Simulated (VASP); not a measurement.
# SiC (Moissanite 3C): the relaxed cell at several levels of theory, part 2 of 2

Aim: relax SiC (Moissanite 3C) at several levels of theory and compare the cells. The starting structure is a measured crystal structure from the Crystallography Open Database. The first relaxation on each setting starts from this cell expanded by 3 % in volume.

VASP 6.6.1.

Results so far: PBEsol 10.35 Å³ an atom; LDA 10.16 Å³ an atom; PBE 10.50 Å³ an atom.

**5. Relaxation with PBEsol + D3(BJ)**

Level of this step: PBEsol with D3(BJ); plane waves and PAW (Si, C) (VASP).

D3 with Becke-Johnson damping keeps a finite attraction at short range. This run starts from the cell of an earlier relaxation, which isn't shown; the restart sets up the plane waves anew.

Input file INCAR:

```
SYSTEM = SiC
PREC = Accurate
ENCUT = 520
EDIFF = 1E-06
NELM = 100
ISMEAR = 0
SIGMA = 0.03
LREAL = .FALSE.
ALGO = Normal
GGA = PS
IVDW = 12
NBANDS = 10
LORBIT = 11
LWAVE = .FALSE.
LCHARG = .FALSE.
KPAR = 8
IBRION = 2
NSW = 50
ISIF = 3
EDIFFG = -0.006
```

Input file POSCAR:

```
SiC
1.0
    0.0000000000      2.1673002460      2.1673002460
    2.1673002460      0.0000000000      2.1673002460
    2.1673002460      2.1673002460      0.0000000000
Si C
1 1
Direct
    0.0000000000      0.0000000000      0.0000000000
    0.7500000000      0.7500000000      0.7500000000
```

Input file KPOINTS:

```
Automatic mesh
0
Gamma
8 8 8
0 0 0
```

The projector-augmented-wave data sets are Si and C (PBE family, release 64).

Launch:

```sh
> mpirun -np 8 vasp_std
```

What it wrote:

```text
[banner, memory and clock lines left out]
running    8 mpi-ranks, on    1 nodes
[...]
[... a notice as in an earlier step ...]

 [... a notice as in an earlier step ...]

 LDA part: xc-table for (Slater+PW92), standard interpolation
 POSCAR, INCAR and KPOINTS ok, starting setup
[...]
entering main loop
       N       E                     dE             d eps       ncg     rms          rms(c)
DAV:   1     0.196496086406E+01    0.19650E+01   -0.40626E+03   612   0.683E+02
DAV:   2    -0.171783847463E+02   -0.19143E+02   -0.18147E+02   780   0.112E+02
DAV:   3    -0.177515553787E+02   -0.57317E+00   -0.57245E+00   684   0.163E+01
DAV:   4    -0.177538800366E+02   -0.23247E-02   -0.23246E-02   656   0.132E+00
[...]
DAV:  10    -0.159096126111E+02   -0.42511E-04   -0.10569E-04   626   0.709E-02    0.233E-02
DAV:  11    -0.159096128205E+02   -0.20934E-06   -0.10293E-05   668   0.193E-02    0.496E-03
DAV:  12    -0.159096130555E+02   -0.23503E-06   -0.47711E-07   310   0.475E-03
   1 F= -.16401137E+02 E0= -.16401137E+02  d E =-.164011E+02
[...]
reached required accuracy - stopping structural energy minimisation
```

It took 1.2 s on 8 MPI ranks of Intel Xeon 6975P-C (Granite Rapids), shared host; peak memory 1.1 GiB; 5.6 s of CPU time.

OUTCAR, selected parts (step 5):

```text
 Edisp (eV)   -0.49152

  Total      -0.00657    -0.00657    -0.00657    -0.00000     0.00000     0.00000
  in kB      -0.51661    -0.51661    -0.51661    -0.00000     0.00000     0.00000
  external pressure =       -0.52 kB  Pullay stress =        0.00 kB

 POSITION                                       TOTAL-FORCE (eV/Angst)
 -----------------------------------------------------------------------------------
      0.00000      0.00000      0.00000         0.000000      0.000000      0.000000
      3.25095      3.25095      3.25095        -0.000000     -0.000000     -0.000000
 -----------------------------------------------------------------------------------
    total drift:                               -0.000000     -0.000000     -0.000000

  FREE ENERGIE OF THE ION-ELECTRON SYSTEM (eV)
  ---------------------------------------------------
  free  energy   TOTEN  =       -16.4011367481 eV

  energy  without entropy=      -16.4011367481  energy(sigma->0) =      -16.40113675

[... 2 parts as in an earlier step ...]

[... 2 further parts left out ...]
[key lines of the parts left out:]
E-fermi :   8.3754
```

With PBEsol + D3(BJ) the relaxed cell holds 10.180 Å³ an atom, -1.60 % against the measured cell, with a = 4.335 Å. That is -1.69 % from PBEsol. Pressures at 0.985 and 1.015 times this volume, from two more relaxations that aren't shown, give a bulk modulus of 228.5 GPa.

**6. Relaxation with r2SCAN**

r2SCAN adds the kinetic-energy density, costs more than a GGA and is run with LASPH. This run starts from the cell of an earlier relaxation, which isn't shown; the restart sets up the plane waves anew.

Edit INCAR of step 5 so:

```diff
@@ -9,4 +9,4 @@
 ALGO = Normal
-GGA = PS
-IVDW = 12
+METAGGA = R2SCAN
+LASPH = .TRUE.
 NBANDS = 10
```

Input file POSCAR:

```
SiC
1.0
    0.0000000000      2.1776558500      2.1776558500
    2.1776558500      0.0000000000      2.1776558500
    2.1776558500      2.1776558500      0.0000000000
Si C
1 1
Direct
    0.0000000000      0.0000000000      0.0000000000
    0.7500000000      0.7500000000      0.7500000000
```

KPOINTS is that of step 5.

Launch:

```sh
> mpirun -np 8 vasp_std
```

What it wrote:

```text
[banner, memory and clock lines left out]
running    8 mpi-ranks, on    1 nodes
[...]
[... a notice as in an earlier step ...]

 [... a notice as in an earlier step ...]

 LDA part: xc-table for (None), standard interpolation
 POSCAR, INCAR and KPOINTS ok, starting setup
[...]
entering main loop
       N       E                     dE             d eps       ncg     rms          rms(c)
DAV:   1    -0.162521454686E+01   -0.16252E+01   -0.41279E+03   604   0.696E+02
DAV:   2    -0.217603742605E+02   -0.20135E+02   -0.19151E+02   788   0.115E+02
DAV:   3    -0.223256792586E+02   -0.56530E+00   -0.56423E+00   674   0.166E+01
DAV:   4    -0.223279627357E+02   -0.22835E-02   -0.22833E-02   676   0.133E+00
[...]
DAV:   9    -0.193259830364E+02   -0.32260E-03   -0.32347E-04   782   0.181E-01    0.136E-01
DAV:  10    -0.193260685099E+02   -0.85474E-04   -0.73499E-05   608   0.860E-02    0.124E-02
DAV:  11    -0.193260676984E+02    0.81147E-06   -0.75862E-07   638   0.688E-03
   1 F= -.19326068E+02 E0= -.19326068E+02  d E =-.193261E+02
[...]
reached required accuracy - stopping structural energy minimisation
```

Wall time 2.6 s (8 MPI ranks); peak memory 1 GiB.

OUTCAR, selected parts (step 6):

```text
  Total       -0.0025930     -0.0025930     -0.0025930      0.0000000      0.0000000      0.0000000
  in kB       -0.2011440     -0.2011440     -0.2011440      0.0000000      0.0000000      0.0000000
  external PRESSURE =      -0.2011440 kB  Pullay stress =       0.0000000 kB

 POSITION                                       TOTAL-FORCE (eV/Angst)
 -----------------------------------------------------------------------------------
      0.00000      0.00000      0.00000        -0.000000     -0.000000     -0.000000
      3.26648      3.26648      3.26648         0.000000      0.000000      0.000000
 -----------------------------------------------------------------------------------
    total drift:                                0.000001      0.000001      0.000001

  FREE ENERGIE OF THE ION-ELECTRON SYSTEM (eV)
  ---------------------------------------------------
  free  energy   TOTEN  =       -19.3260676984 eV

  energy  without entropy=      -19.3260676984  energy(sigma->0) =      -19.32606770

[... 2 parts as in an earlier step ...]

[... 2 further parts left out ...]
[key lines of the parts left out:]
E-fermi :   8.2411
```

With r2SCAN the relaxed cell holds 10.327 Å³ an atom, -0.18 % against the measured cell, with a = 4.355 Å. That is -0.27 % from PBEsol. Pressures at 0.985 and 1.015 times this volume, from two more relaxations that aren't shown, give a bulk modulus of 227.2 GPa.

**7. Relaxation with r2SCAN + rVV10**

rVV10 adds a nonlocal correlation energy for dispersion. This run starts from the cell of an earlier relaxation, which isn't shown; the restart sets up the plane waves anew.

Edit INCAR of step 6 so:

```diff
@@ -10,2 +10,6 @@
 METAGGA = R2SCAN
+LUSE_VDW = .TRUE.
+IVDW_NL = 2
+BPARAM = 11.95
+CPARAM = 0.0093
 LASPH = .TRUE.
```

Input file POSCAR:

```
SiC
1.0
    0.0000000000      2.1758101538      2.1758101538
    2.1758101538      0.0000000000      2.1758101538
    2.1758101538      2.1758101538      0.0000000000
Si C
1 1
Direct
    0.0000000000      0.0000000000      0.0000000000
    0.7500000000      0.7500000000      0.7500000000
```

KPOINTS is that of step 6.

Launch:

```sh
> mpirun -np 8 vasp_std
```

What it wrote:

```text
[banner, memory and clock lines left out]
running    8 mpi-ranks, on    1 nodes
[...]
[... a notice as in an earlier step ...]

|                                                                             |
|               ----> ADVICE to this user running VASP <----                  |
|                                                                             |
|     You have switched on vdW-DFT.                                           |
|     This routine was written and supplied by Jiri Klimes. We recommend      |
|     that you carefully read and cite the following publications:            |
|       J. Klimes, D.R. Bowler, A. Michelides                                 |
|          J. Phys.: Cond Matt. 22 022201 (2010)                              |
|       J. Klimes, D.R. Bowler, A. Michelides                                 |
|          Phys. Rev. B. 83, 195131 (2011)                                    |
|     and references therein.                                                 |
[...]
Total rVV10 correction in eV:      0.1047936     9.4144870
Total rVV10 correction in eV:      0.1047936     9.4144870
Total rVV10 correction in eV:      0.1047936     9.4144870
DAV:  11    -0.192209214521E+02    0.68736E-06   -0.60035E-07   632   0.617E-03
Total rVV10 correction in eV:      0.1047952     9.4144870
Total rVV10 correction in eV:      0.1047952     9.4144870
Total rVV10 correction in eV:      0.1047952     9.4144870
Total rVV10 correction in eV:      0.1047952     9.4144870
Total rVV10 correction in eV:      0.1047952     9.4144870
Total rVV10 correction in eV:      0.1047952     9.4144870
Total rVV10 correction in eV:      0.1047952     9.4144870
Total rVV10 correction in eV:      0.1047952     9.4144870
Total rVV10 correction in eV:      0.1047952     9.4144870
Total rVV10 correction in eV:      0.1047952     9.4144870
Total rVV10 correction in eV:      0.1047952     9.4144870
Total rVV10 correction in eV:      0.1047952     9.4144870
Total rVV10 correction in eV:      0.1047952     9.4144870
Total rVV10 correction in eV:      0.1047952     9.4144870
Total rVV10 correction in eV:      0.1047952     9.4144870
Total rVV10 correction in eV:      0.1047952     9.4144870
   1 F= -.19220921E+02 E0= -.19220921E+02  d E =-.192209E+02
[...]
reached required accuracy - stopping structural energy minimisation
```

Elapsed: 11 s, on 8 MPI ranks; peak memory 1.6 GiB; 86 s of CPU time.

Parts of OUTCAR (step 7):

```text
  Total       -0.0034693     -0.0034693     -0.0034693      0.0000000      0.0000000     -0.0000000
  in kB       -0.2698087     -0.2698087     -0.2698087      0.0000000      0.0000000     -0.0000000
  external PRESSURE =      -0.2698087 kB  Pullay stress =       0.0000000 kB

 POSITION                                       TOTAL-FORCE (eV/Angst)
 -----------------------------------------------------------------------------------
      0.00000      0.00000      0.00000         0.000000      0.000000      0.000000
      3.26372      3.26372      3.26372        -0.000000     -0.000000     -0.000000
 -----------------------------------------------------------------------------------
    total drift:                                0.000001      0.000001      0.000001

  FREE ENERGIE OF THE ION-ELECTRON SYSTEM (eV)
  ---------------------------------------------------
  free  energy   TOTEN  =       -19.2209214521 eV

  energy  without entropy=      -19.2209214521  energy(sigma->0) =      -19.22092145

[... 2 parts as in an earlier step ...]

[... 2 further parts left out ...]
[key lines of the parts left out:]
E-fermi :   8.2597
```

With r2SCAN + rVV10 the relaxed cell holds 10.301 Å³ an atom, -0.44 % against the measured cell, with a = 4.352 Å. That is -0.52 % from PBEsol. Pressures at 0.985 and 1.015 times this volume, from two more relaxations that aren't shown, give a bulk modulus of 229.1 GPa.

**8. Relaxation with vdW-DF-cx**

vdW-DF-cx takes its exchange from the same plasmon model as its correlation. This run starts from the cell of an earlier relaxation, which isn't shown; the restart sets up the plane waves anew.

Edit INCAR of step 7 so:

```diff
@@ -9,7 +9,5 @@
 ALGO = Normal
-METAGGA = R2SCAN
+GGA = CX
+AGGAC = 0
 LUSE_VDW = .TRUE.
-IVDW_NL = 2
-BPARAM = 11.95
-CPARAM = 0.0093
 LASPH = .TRUE.
```

Input file POSCAR:

```
SiC
1.0
    0.0000000000      2.1848060835      2.1848060835
    2.1848060835      0.0000000000      2.1848060835
    2.1848060835      2.1848060835      0.0000000000
Si C
1 1
Direct
    0.0000000000      0.0000000000      0.0000000000
    0.7500000000      0.7500000000      0.7500000000
```

KPOINTS is that of step 7.

Launch:

```sh
> mpirun -np 8 vasp_std
```

What it wrote:

```text
[banner, memory and clock lines left out]
running    8 mpi-ranks, on    1 nodes
[...]
[... a notice as in an earlier step ...]

 [... a notice as in an earlier step ...]

 [... a notice as in an earlier step ...]

 LDA part: xc-table for (Slater+PW92), standard interpolation
 POSCAR, INCAR and KPOINTS ok, starting setup
[...]
entering main loop
       N       E                     dE             d eps       ncg     rms          rms(c)
DAV:   1     0.712171485075E+01    0.71217E+01   -0.39691E+03   588   0.666E+02
DAV:   2    -0.142226205196E+02   -0.21344E+02   -0.20033E+02   762   0.119E+02
DAV:   3    -0.148777828708E+02   -0.65516E+00   -0.65399E+00   680   0.177E+01
DAV:   4    -0.148805454618E+02   -0.27626E-02   -0.27624E-02   658   0.144E+00
[...]
DAV:  10    -0.131113840337E+02   -0.83805E-04   -0.16410E-04   620   0.901E-02    0.216E-02
DAV:  11    -0.131113846505E+02   -0.61679E-06   -0.22317E-05   662   0.275E-02    0.640E-03
DAV:  12    -0.131113851542E+02   -0.50371E-06   -0.76592E-07   324   0.621E-03
   1 F= -.13111385E+02 E0= -.13111385E+02  d E =-.131114E+02
[...]
reached required accuracy - stopping structural energy minimisation
```

The job ended after 11 s (8 MPI ranks; peak memory 2 GiB).

Parts of OUTCAR (step 8):

```text
  Total        0.0005421      0.0005421      0.0005421     -0.0000000     -0.0000000      0.0000000
  in kB        0.0416410      0.0416410      0.0416410     -0.0000000     -0.0000000      0.0000000
  external PRESSURE =       0.0416410 kB  Pullay stress =       0.0000000 kB

 POSITION                                       TOTAL-FORCE (eV/Angst)
 -----------------------------------------------------------------------------------
      0.00000      0.00000      0.00000         0.000000      0.000000      0.000000
      3.27721      3.27721      3.27721        -0.000000     -0.000000     -0.000000
 -----------------------------------------------------------------------------------
    total drift:                               -0.000000     -0.000000     -0.000000

  FREE ENERGIE OF THE ION-ELECTRON SYSTEM (eV)
  ---------------------------------------------------
  free  energy   TOTEN  =       -13.1113851542 eV

  energy  without entropy=      -13.1113851542  energy(sigma->0) =      -13.11138515

[... 2 parts as in an earlier step ...]

[... 2 further parts left out ...]
[key lines of the parts left out:]
E-fermi :   8.1593
```

With vdW-DF-cx the relaxed cell holds 10.429 Å³ an atom, +0.80 % against the measured cell, with a = 4.370 Å. That is +0.72 % from PBEsol. Pressures at 0.985 and 1.015 times this volume, from two more relaxations that aren't shown, give a bulk modulus of 217.4 GPa.

**9. Relaxation with AM05**

AM05 is built from the electron gas and the surface model, and does well on lattice constants. This run starts from the cell of an earlier relaxation, which isn't shown; the restart sets up the plane waves anew.

Edit INCAR of step 8 so:

```diff
@@ -9,6 +9,3 @@
 ALGO = Normal
-GGA = CX
-AGGAC = 0
-LUSE_VDW = .TRUE.
-LASPH = .TRUE.
+GGA = AM
 NBANDS = 10
```

Input file POSCAR:

```
SiC
1.0
    0.0000000000      2.1780356814      2.1780356814
    2.1780356814      0.0000000000      2.1780356814
    2.1780356814      2.1780356814      0.0000000000
Si C
1 1
Direct
    0.0000000000      0.0000000000      0.0000000000
    0.7500000000      0.7500000000      0.7500000000
```

KPOINTS is that of step 8.

Launch:

```sh
> mpirun -np 8 vasp_std
```

What it wrote:

```text
[... set-up lines as in an earlier step ...]
 entering main loop
       N       E                     dE             d eps       ncg     rms          rms(c)
DAV:   1     0.265609527277E+01    0.26561E+01   -0.39892E+03   604   0.674E+02
DAV:   2    -0.167626766448E+02   -0.19419E+02   -0.18252E+02   790   0.110E+02
DAV:   3    -0.173173787415E+02   -0.55470E+00   -0.55365E+00   676   0.162E+01
DAV:   4    -0.173196363263E+02   -0.22576E-02   -0.22574E-02   672   0.129E+00
[...]
DAV:  10    -0.155830104159E+02   -0.11674E-03   -0.16959E-04   630   0.942E-02    0.186E-02
DAV:  11    -0.155830141367E+02   -0.37208E-05   -0.23045E-05   668   0.289E-02    0.573E-03
DAV:  12    -0.155830142281E+02   -0.91461E-07   -0.96015E-07   324   0.679E-03
   1 F= -.15583014E+02 E0= -.15583014E+02  d E =-.155830E+02
[...]
reached required accuracy - stopping structural energy minimisation
```

It took 1.6 s on 8 MPI ranks; peak memory 0.97 GiB; 9.1 s of CPU time.

From OUTCAR (step 9):

```text
  Total       -0.0014320     -0.0014320     -0.0014320     -0.0000000     -0.0000000      0.0000000
  in kB       -0.1110265     -0.1110265     -0.1110265     -0.0000000     -0.0000000      0.0000000
  external PRESSURE =      -0.1110265 kB  Pullay stress =       0.0000000 kB

 POSITION                                       TOTAL-FORCE (eV/Angst)
 -----------------------------------------------------------------------------------
      0.00000      0.00000      0.00000         0.000000     -0.000000      0.000000
      3.26705      3.26705      3.26705        -0.000000      0.000000     -0.000000
 -----------------------------------------------------------------------------------
    total drift:                               -0.000000     -0.000000     -0.000000

  FREE ENERGIE OF THE ION-ELECTRON SYSTEM (eV)
  ---------------------------------------------------
  free  energy   TOTEN  =       -15.5830142281 eV

  energy  without entropy=      -15.5830142281  energy(sigma->0) =      -15.58301423

[... 2 parts as in an earlier step ...]

[... 2 further parts left out ...]
[key lines of the parts left out:]
E-fermi :   8.2320
```

With AM05 the relaxed cell holds 10.332 Å³ an atom, -0.13 % against the measured cell, with a = 4.356 Å. That is -0.22 % from PBEsol. Pressures at 0.985 and 1.015 times this volume, from two more relaxations that aren't shown, give a bulk modulus of 221.5 GPa.

**10. Comparison**

```tsv
level	volume (Å³/atom)	against the measured cell (%)	a (Å)	bulk modulus (GPa)	pressure left (GPa)	core minutes
PBEsol	10.355	0.08	4.3592	221.2	-0.01	0.427
LDA	10.161	-1.78	4.3319	228.6	-0.05	0.373
PBE	10.499	1.48	4.3794	212.6	0.0	0.267
PBEsol + D3(BJ)	10.18	-1.6	4.3346	228.5	-0.05	0.427
r2SCAN	10.327	-0.18	4.3553	227.2	-0.02	1.2
r2SCAN + rVV10	10.301	-0.44	4.3516	229.1	-0.03	5.76
vdW-DF-cx	10.429	0.8	4.3696	217.4	0.0	5.17
AM05	10.332	-0.13	4.3561	221.5	-0.01	0.587
```

Core minutes are wall time times ranks, summed over the relaxations behind a row (those for a bulk modulus apart), on shared hosts.

**11. Results**

- volume, PBEsol: 10.35 Å³/atom
- volume, LDA: 10.16 Å³/atom
- volume, PBE: 10.50 Å³/atom
- volume, PBEsol + D3(BJ): 10.18 Å³/atom
- volume, r2SCAN: 10.33 Å³/atom
- volume, r2SCAN + rVV10: 10.30 Å³/atom
- volume, vdW-DF-cx: 10.43 Å³/atom
- volume, AM05: 10.33 Å³/atom

**Reading.** Across 8 levels the volume of SiC (Moissanite 3C) spans 3.3 %, from 10.16 Å³ an atom (LDA) to 10.50 Å³ (PBE). Against the measured volume of the starting structure, PBEsol comes nearest (+0.1 %) and LDA lies farthest (-1.8 %). The measured cell holds zero-point expansion and, unless it was taken cold, thermal expansion, which the runs lack, so small differences decide nothing. Adding D3(BJ) to PBEsol changes the volume by -1.7 %. Adding rVV10 to r2SCAN changes the volume by -0.3 %. The bulk modulus goes from 212.6 GPa (PBE) to 229.1 GPa (r2SCAN + rVV10). LASPH is on in some of these runs and off in others, which adds a little to the differences. All runs keep the symmetry of the start, so they can't find a distortion of lower symmetry. Further runs on this material are not shown.

[Lines on the potential files, build, host, timing and source positions are cut from VASP's logs without a mark.]

[Logs are printed without paths, hosts, clocks, repeated set-up lines and the standing remarks that a program may print on its own settings, such as how far it seeks lower states.]

[Hosts, paths, dates, database ids (printed as entryN), source tags and the programs' standing remarks are cut or masked in the printed files.]
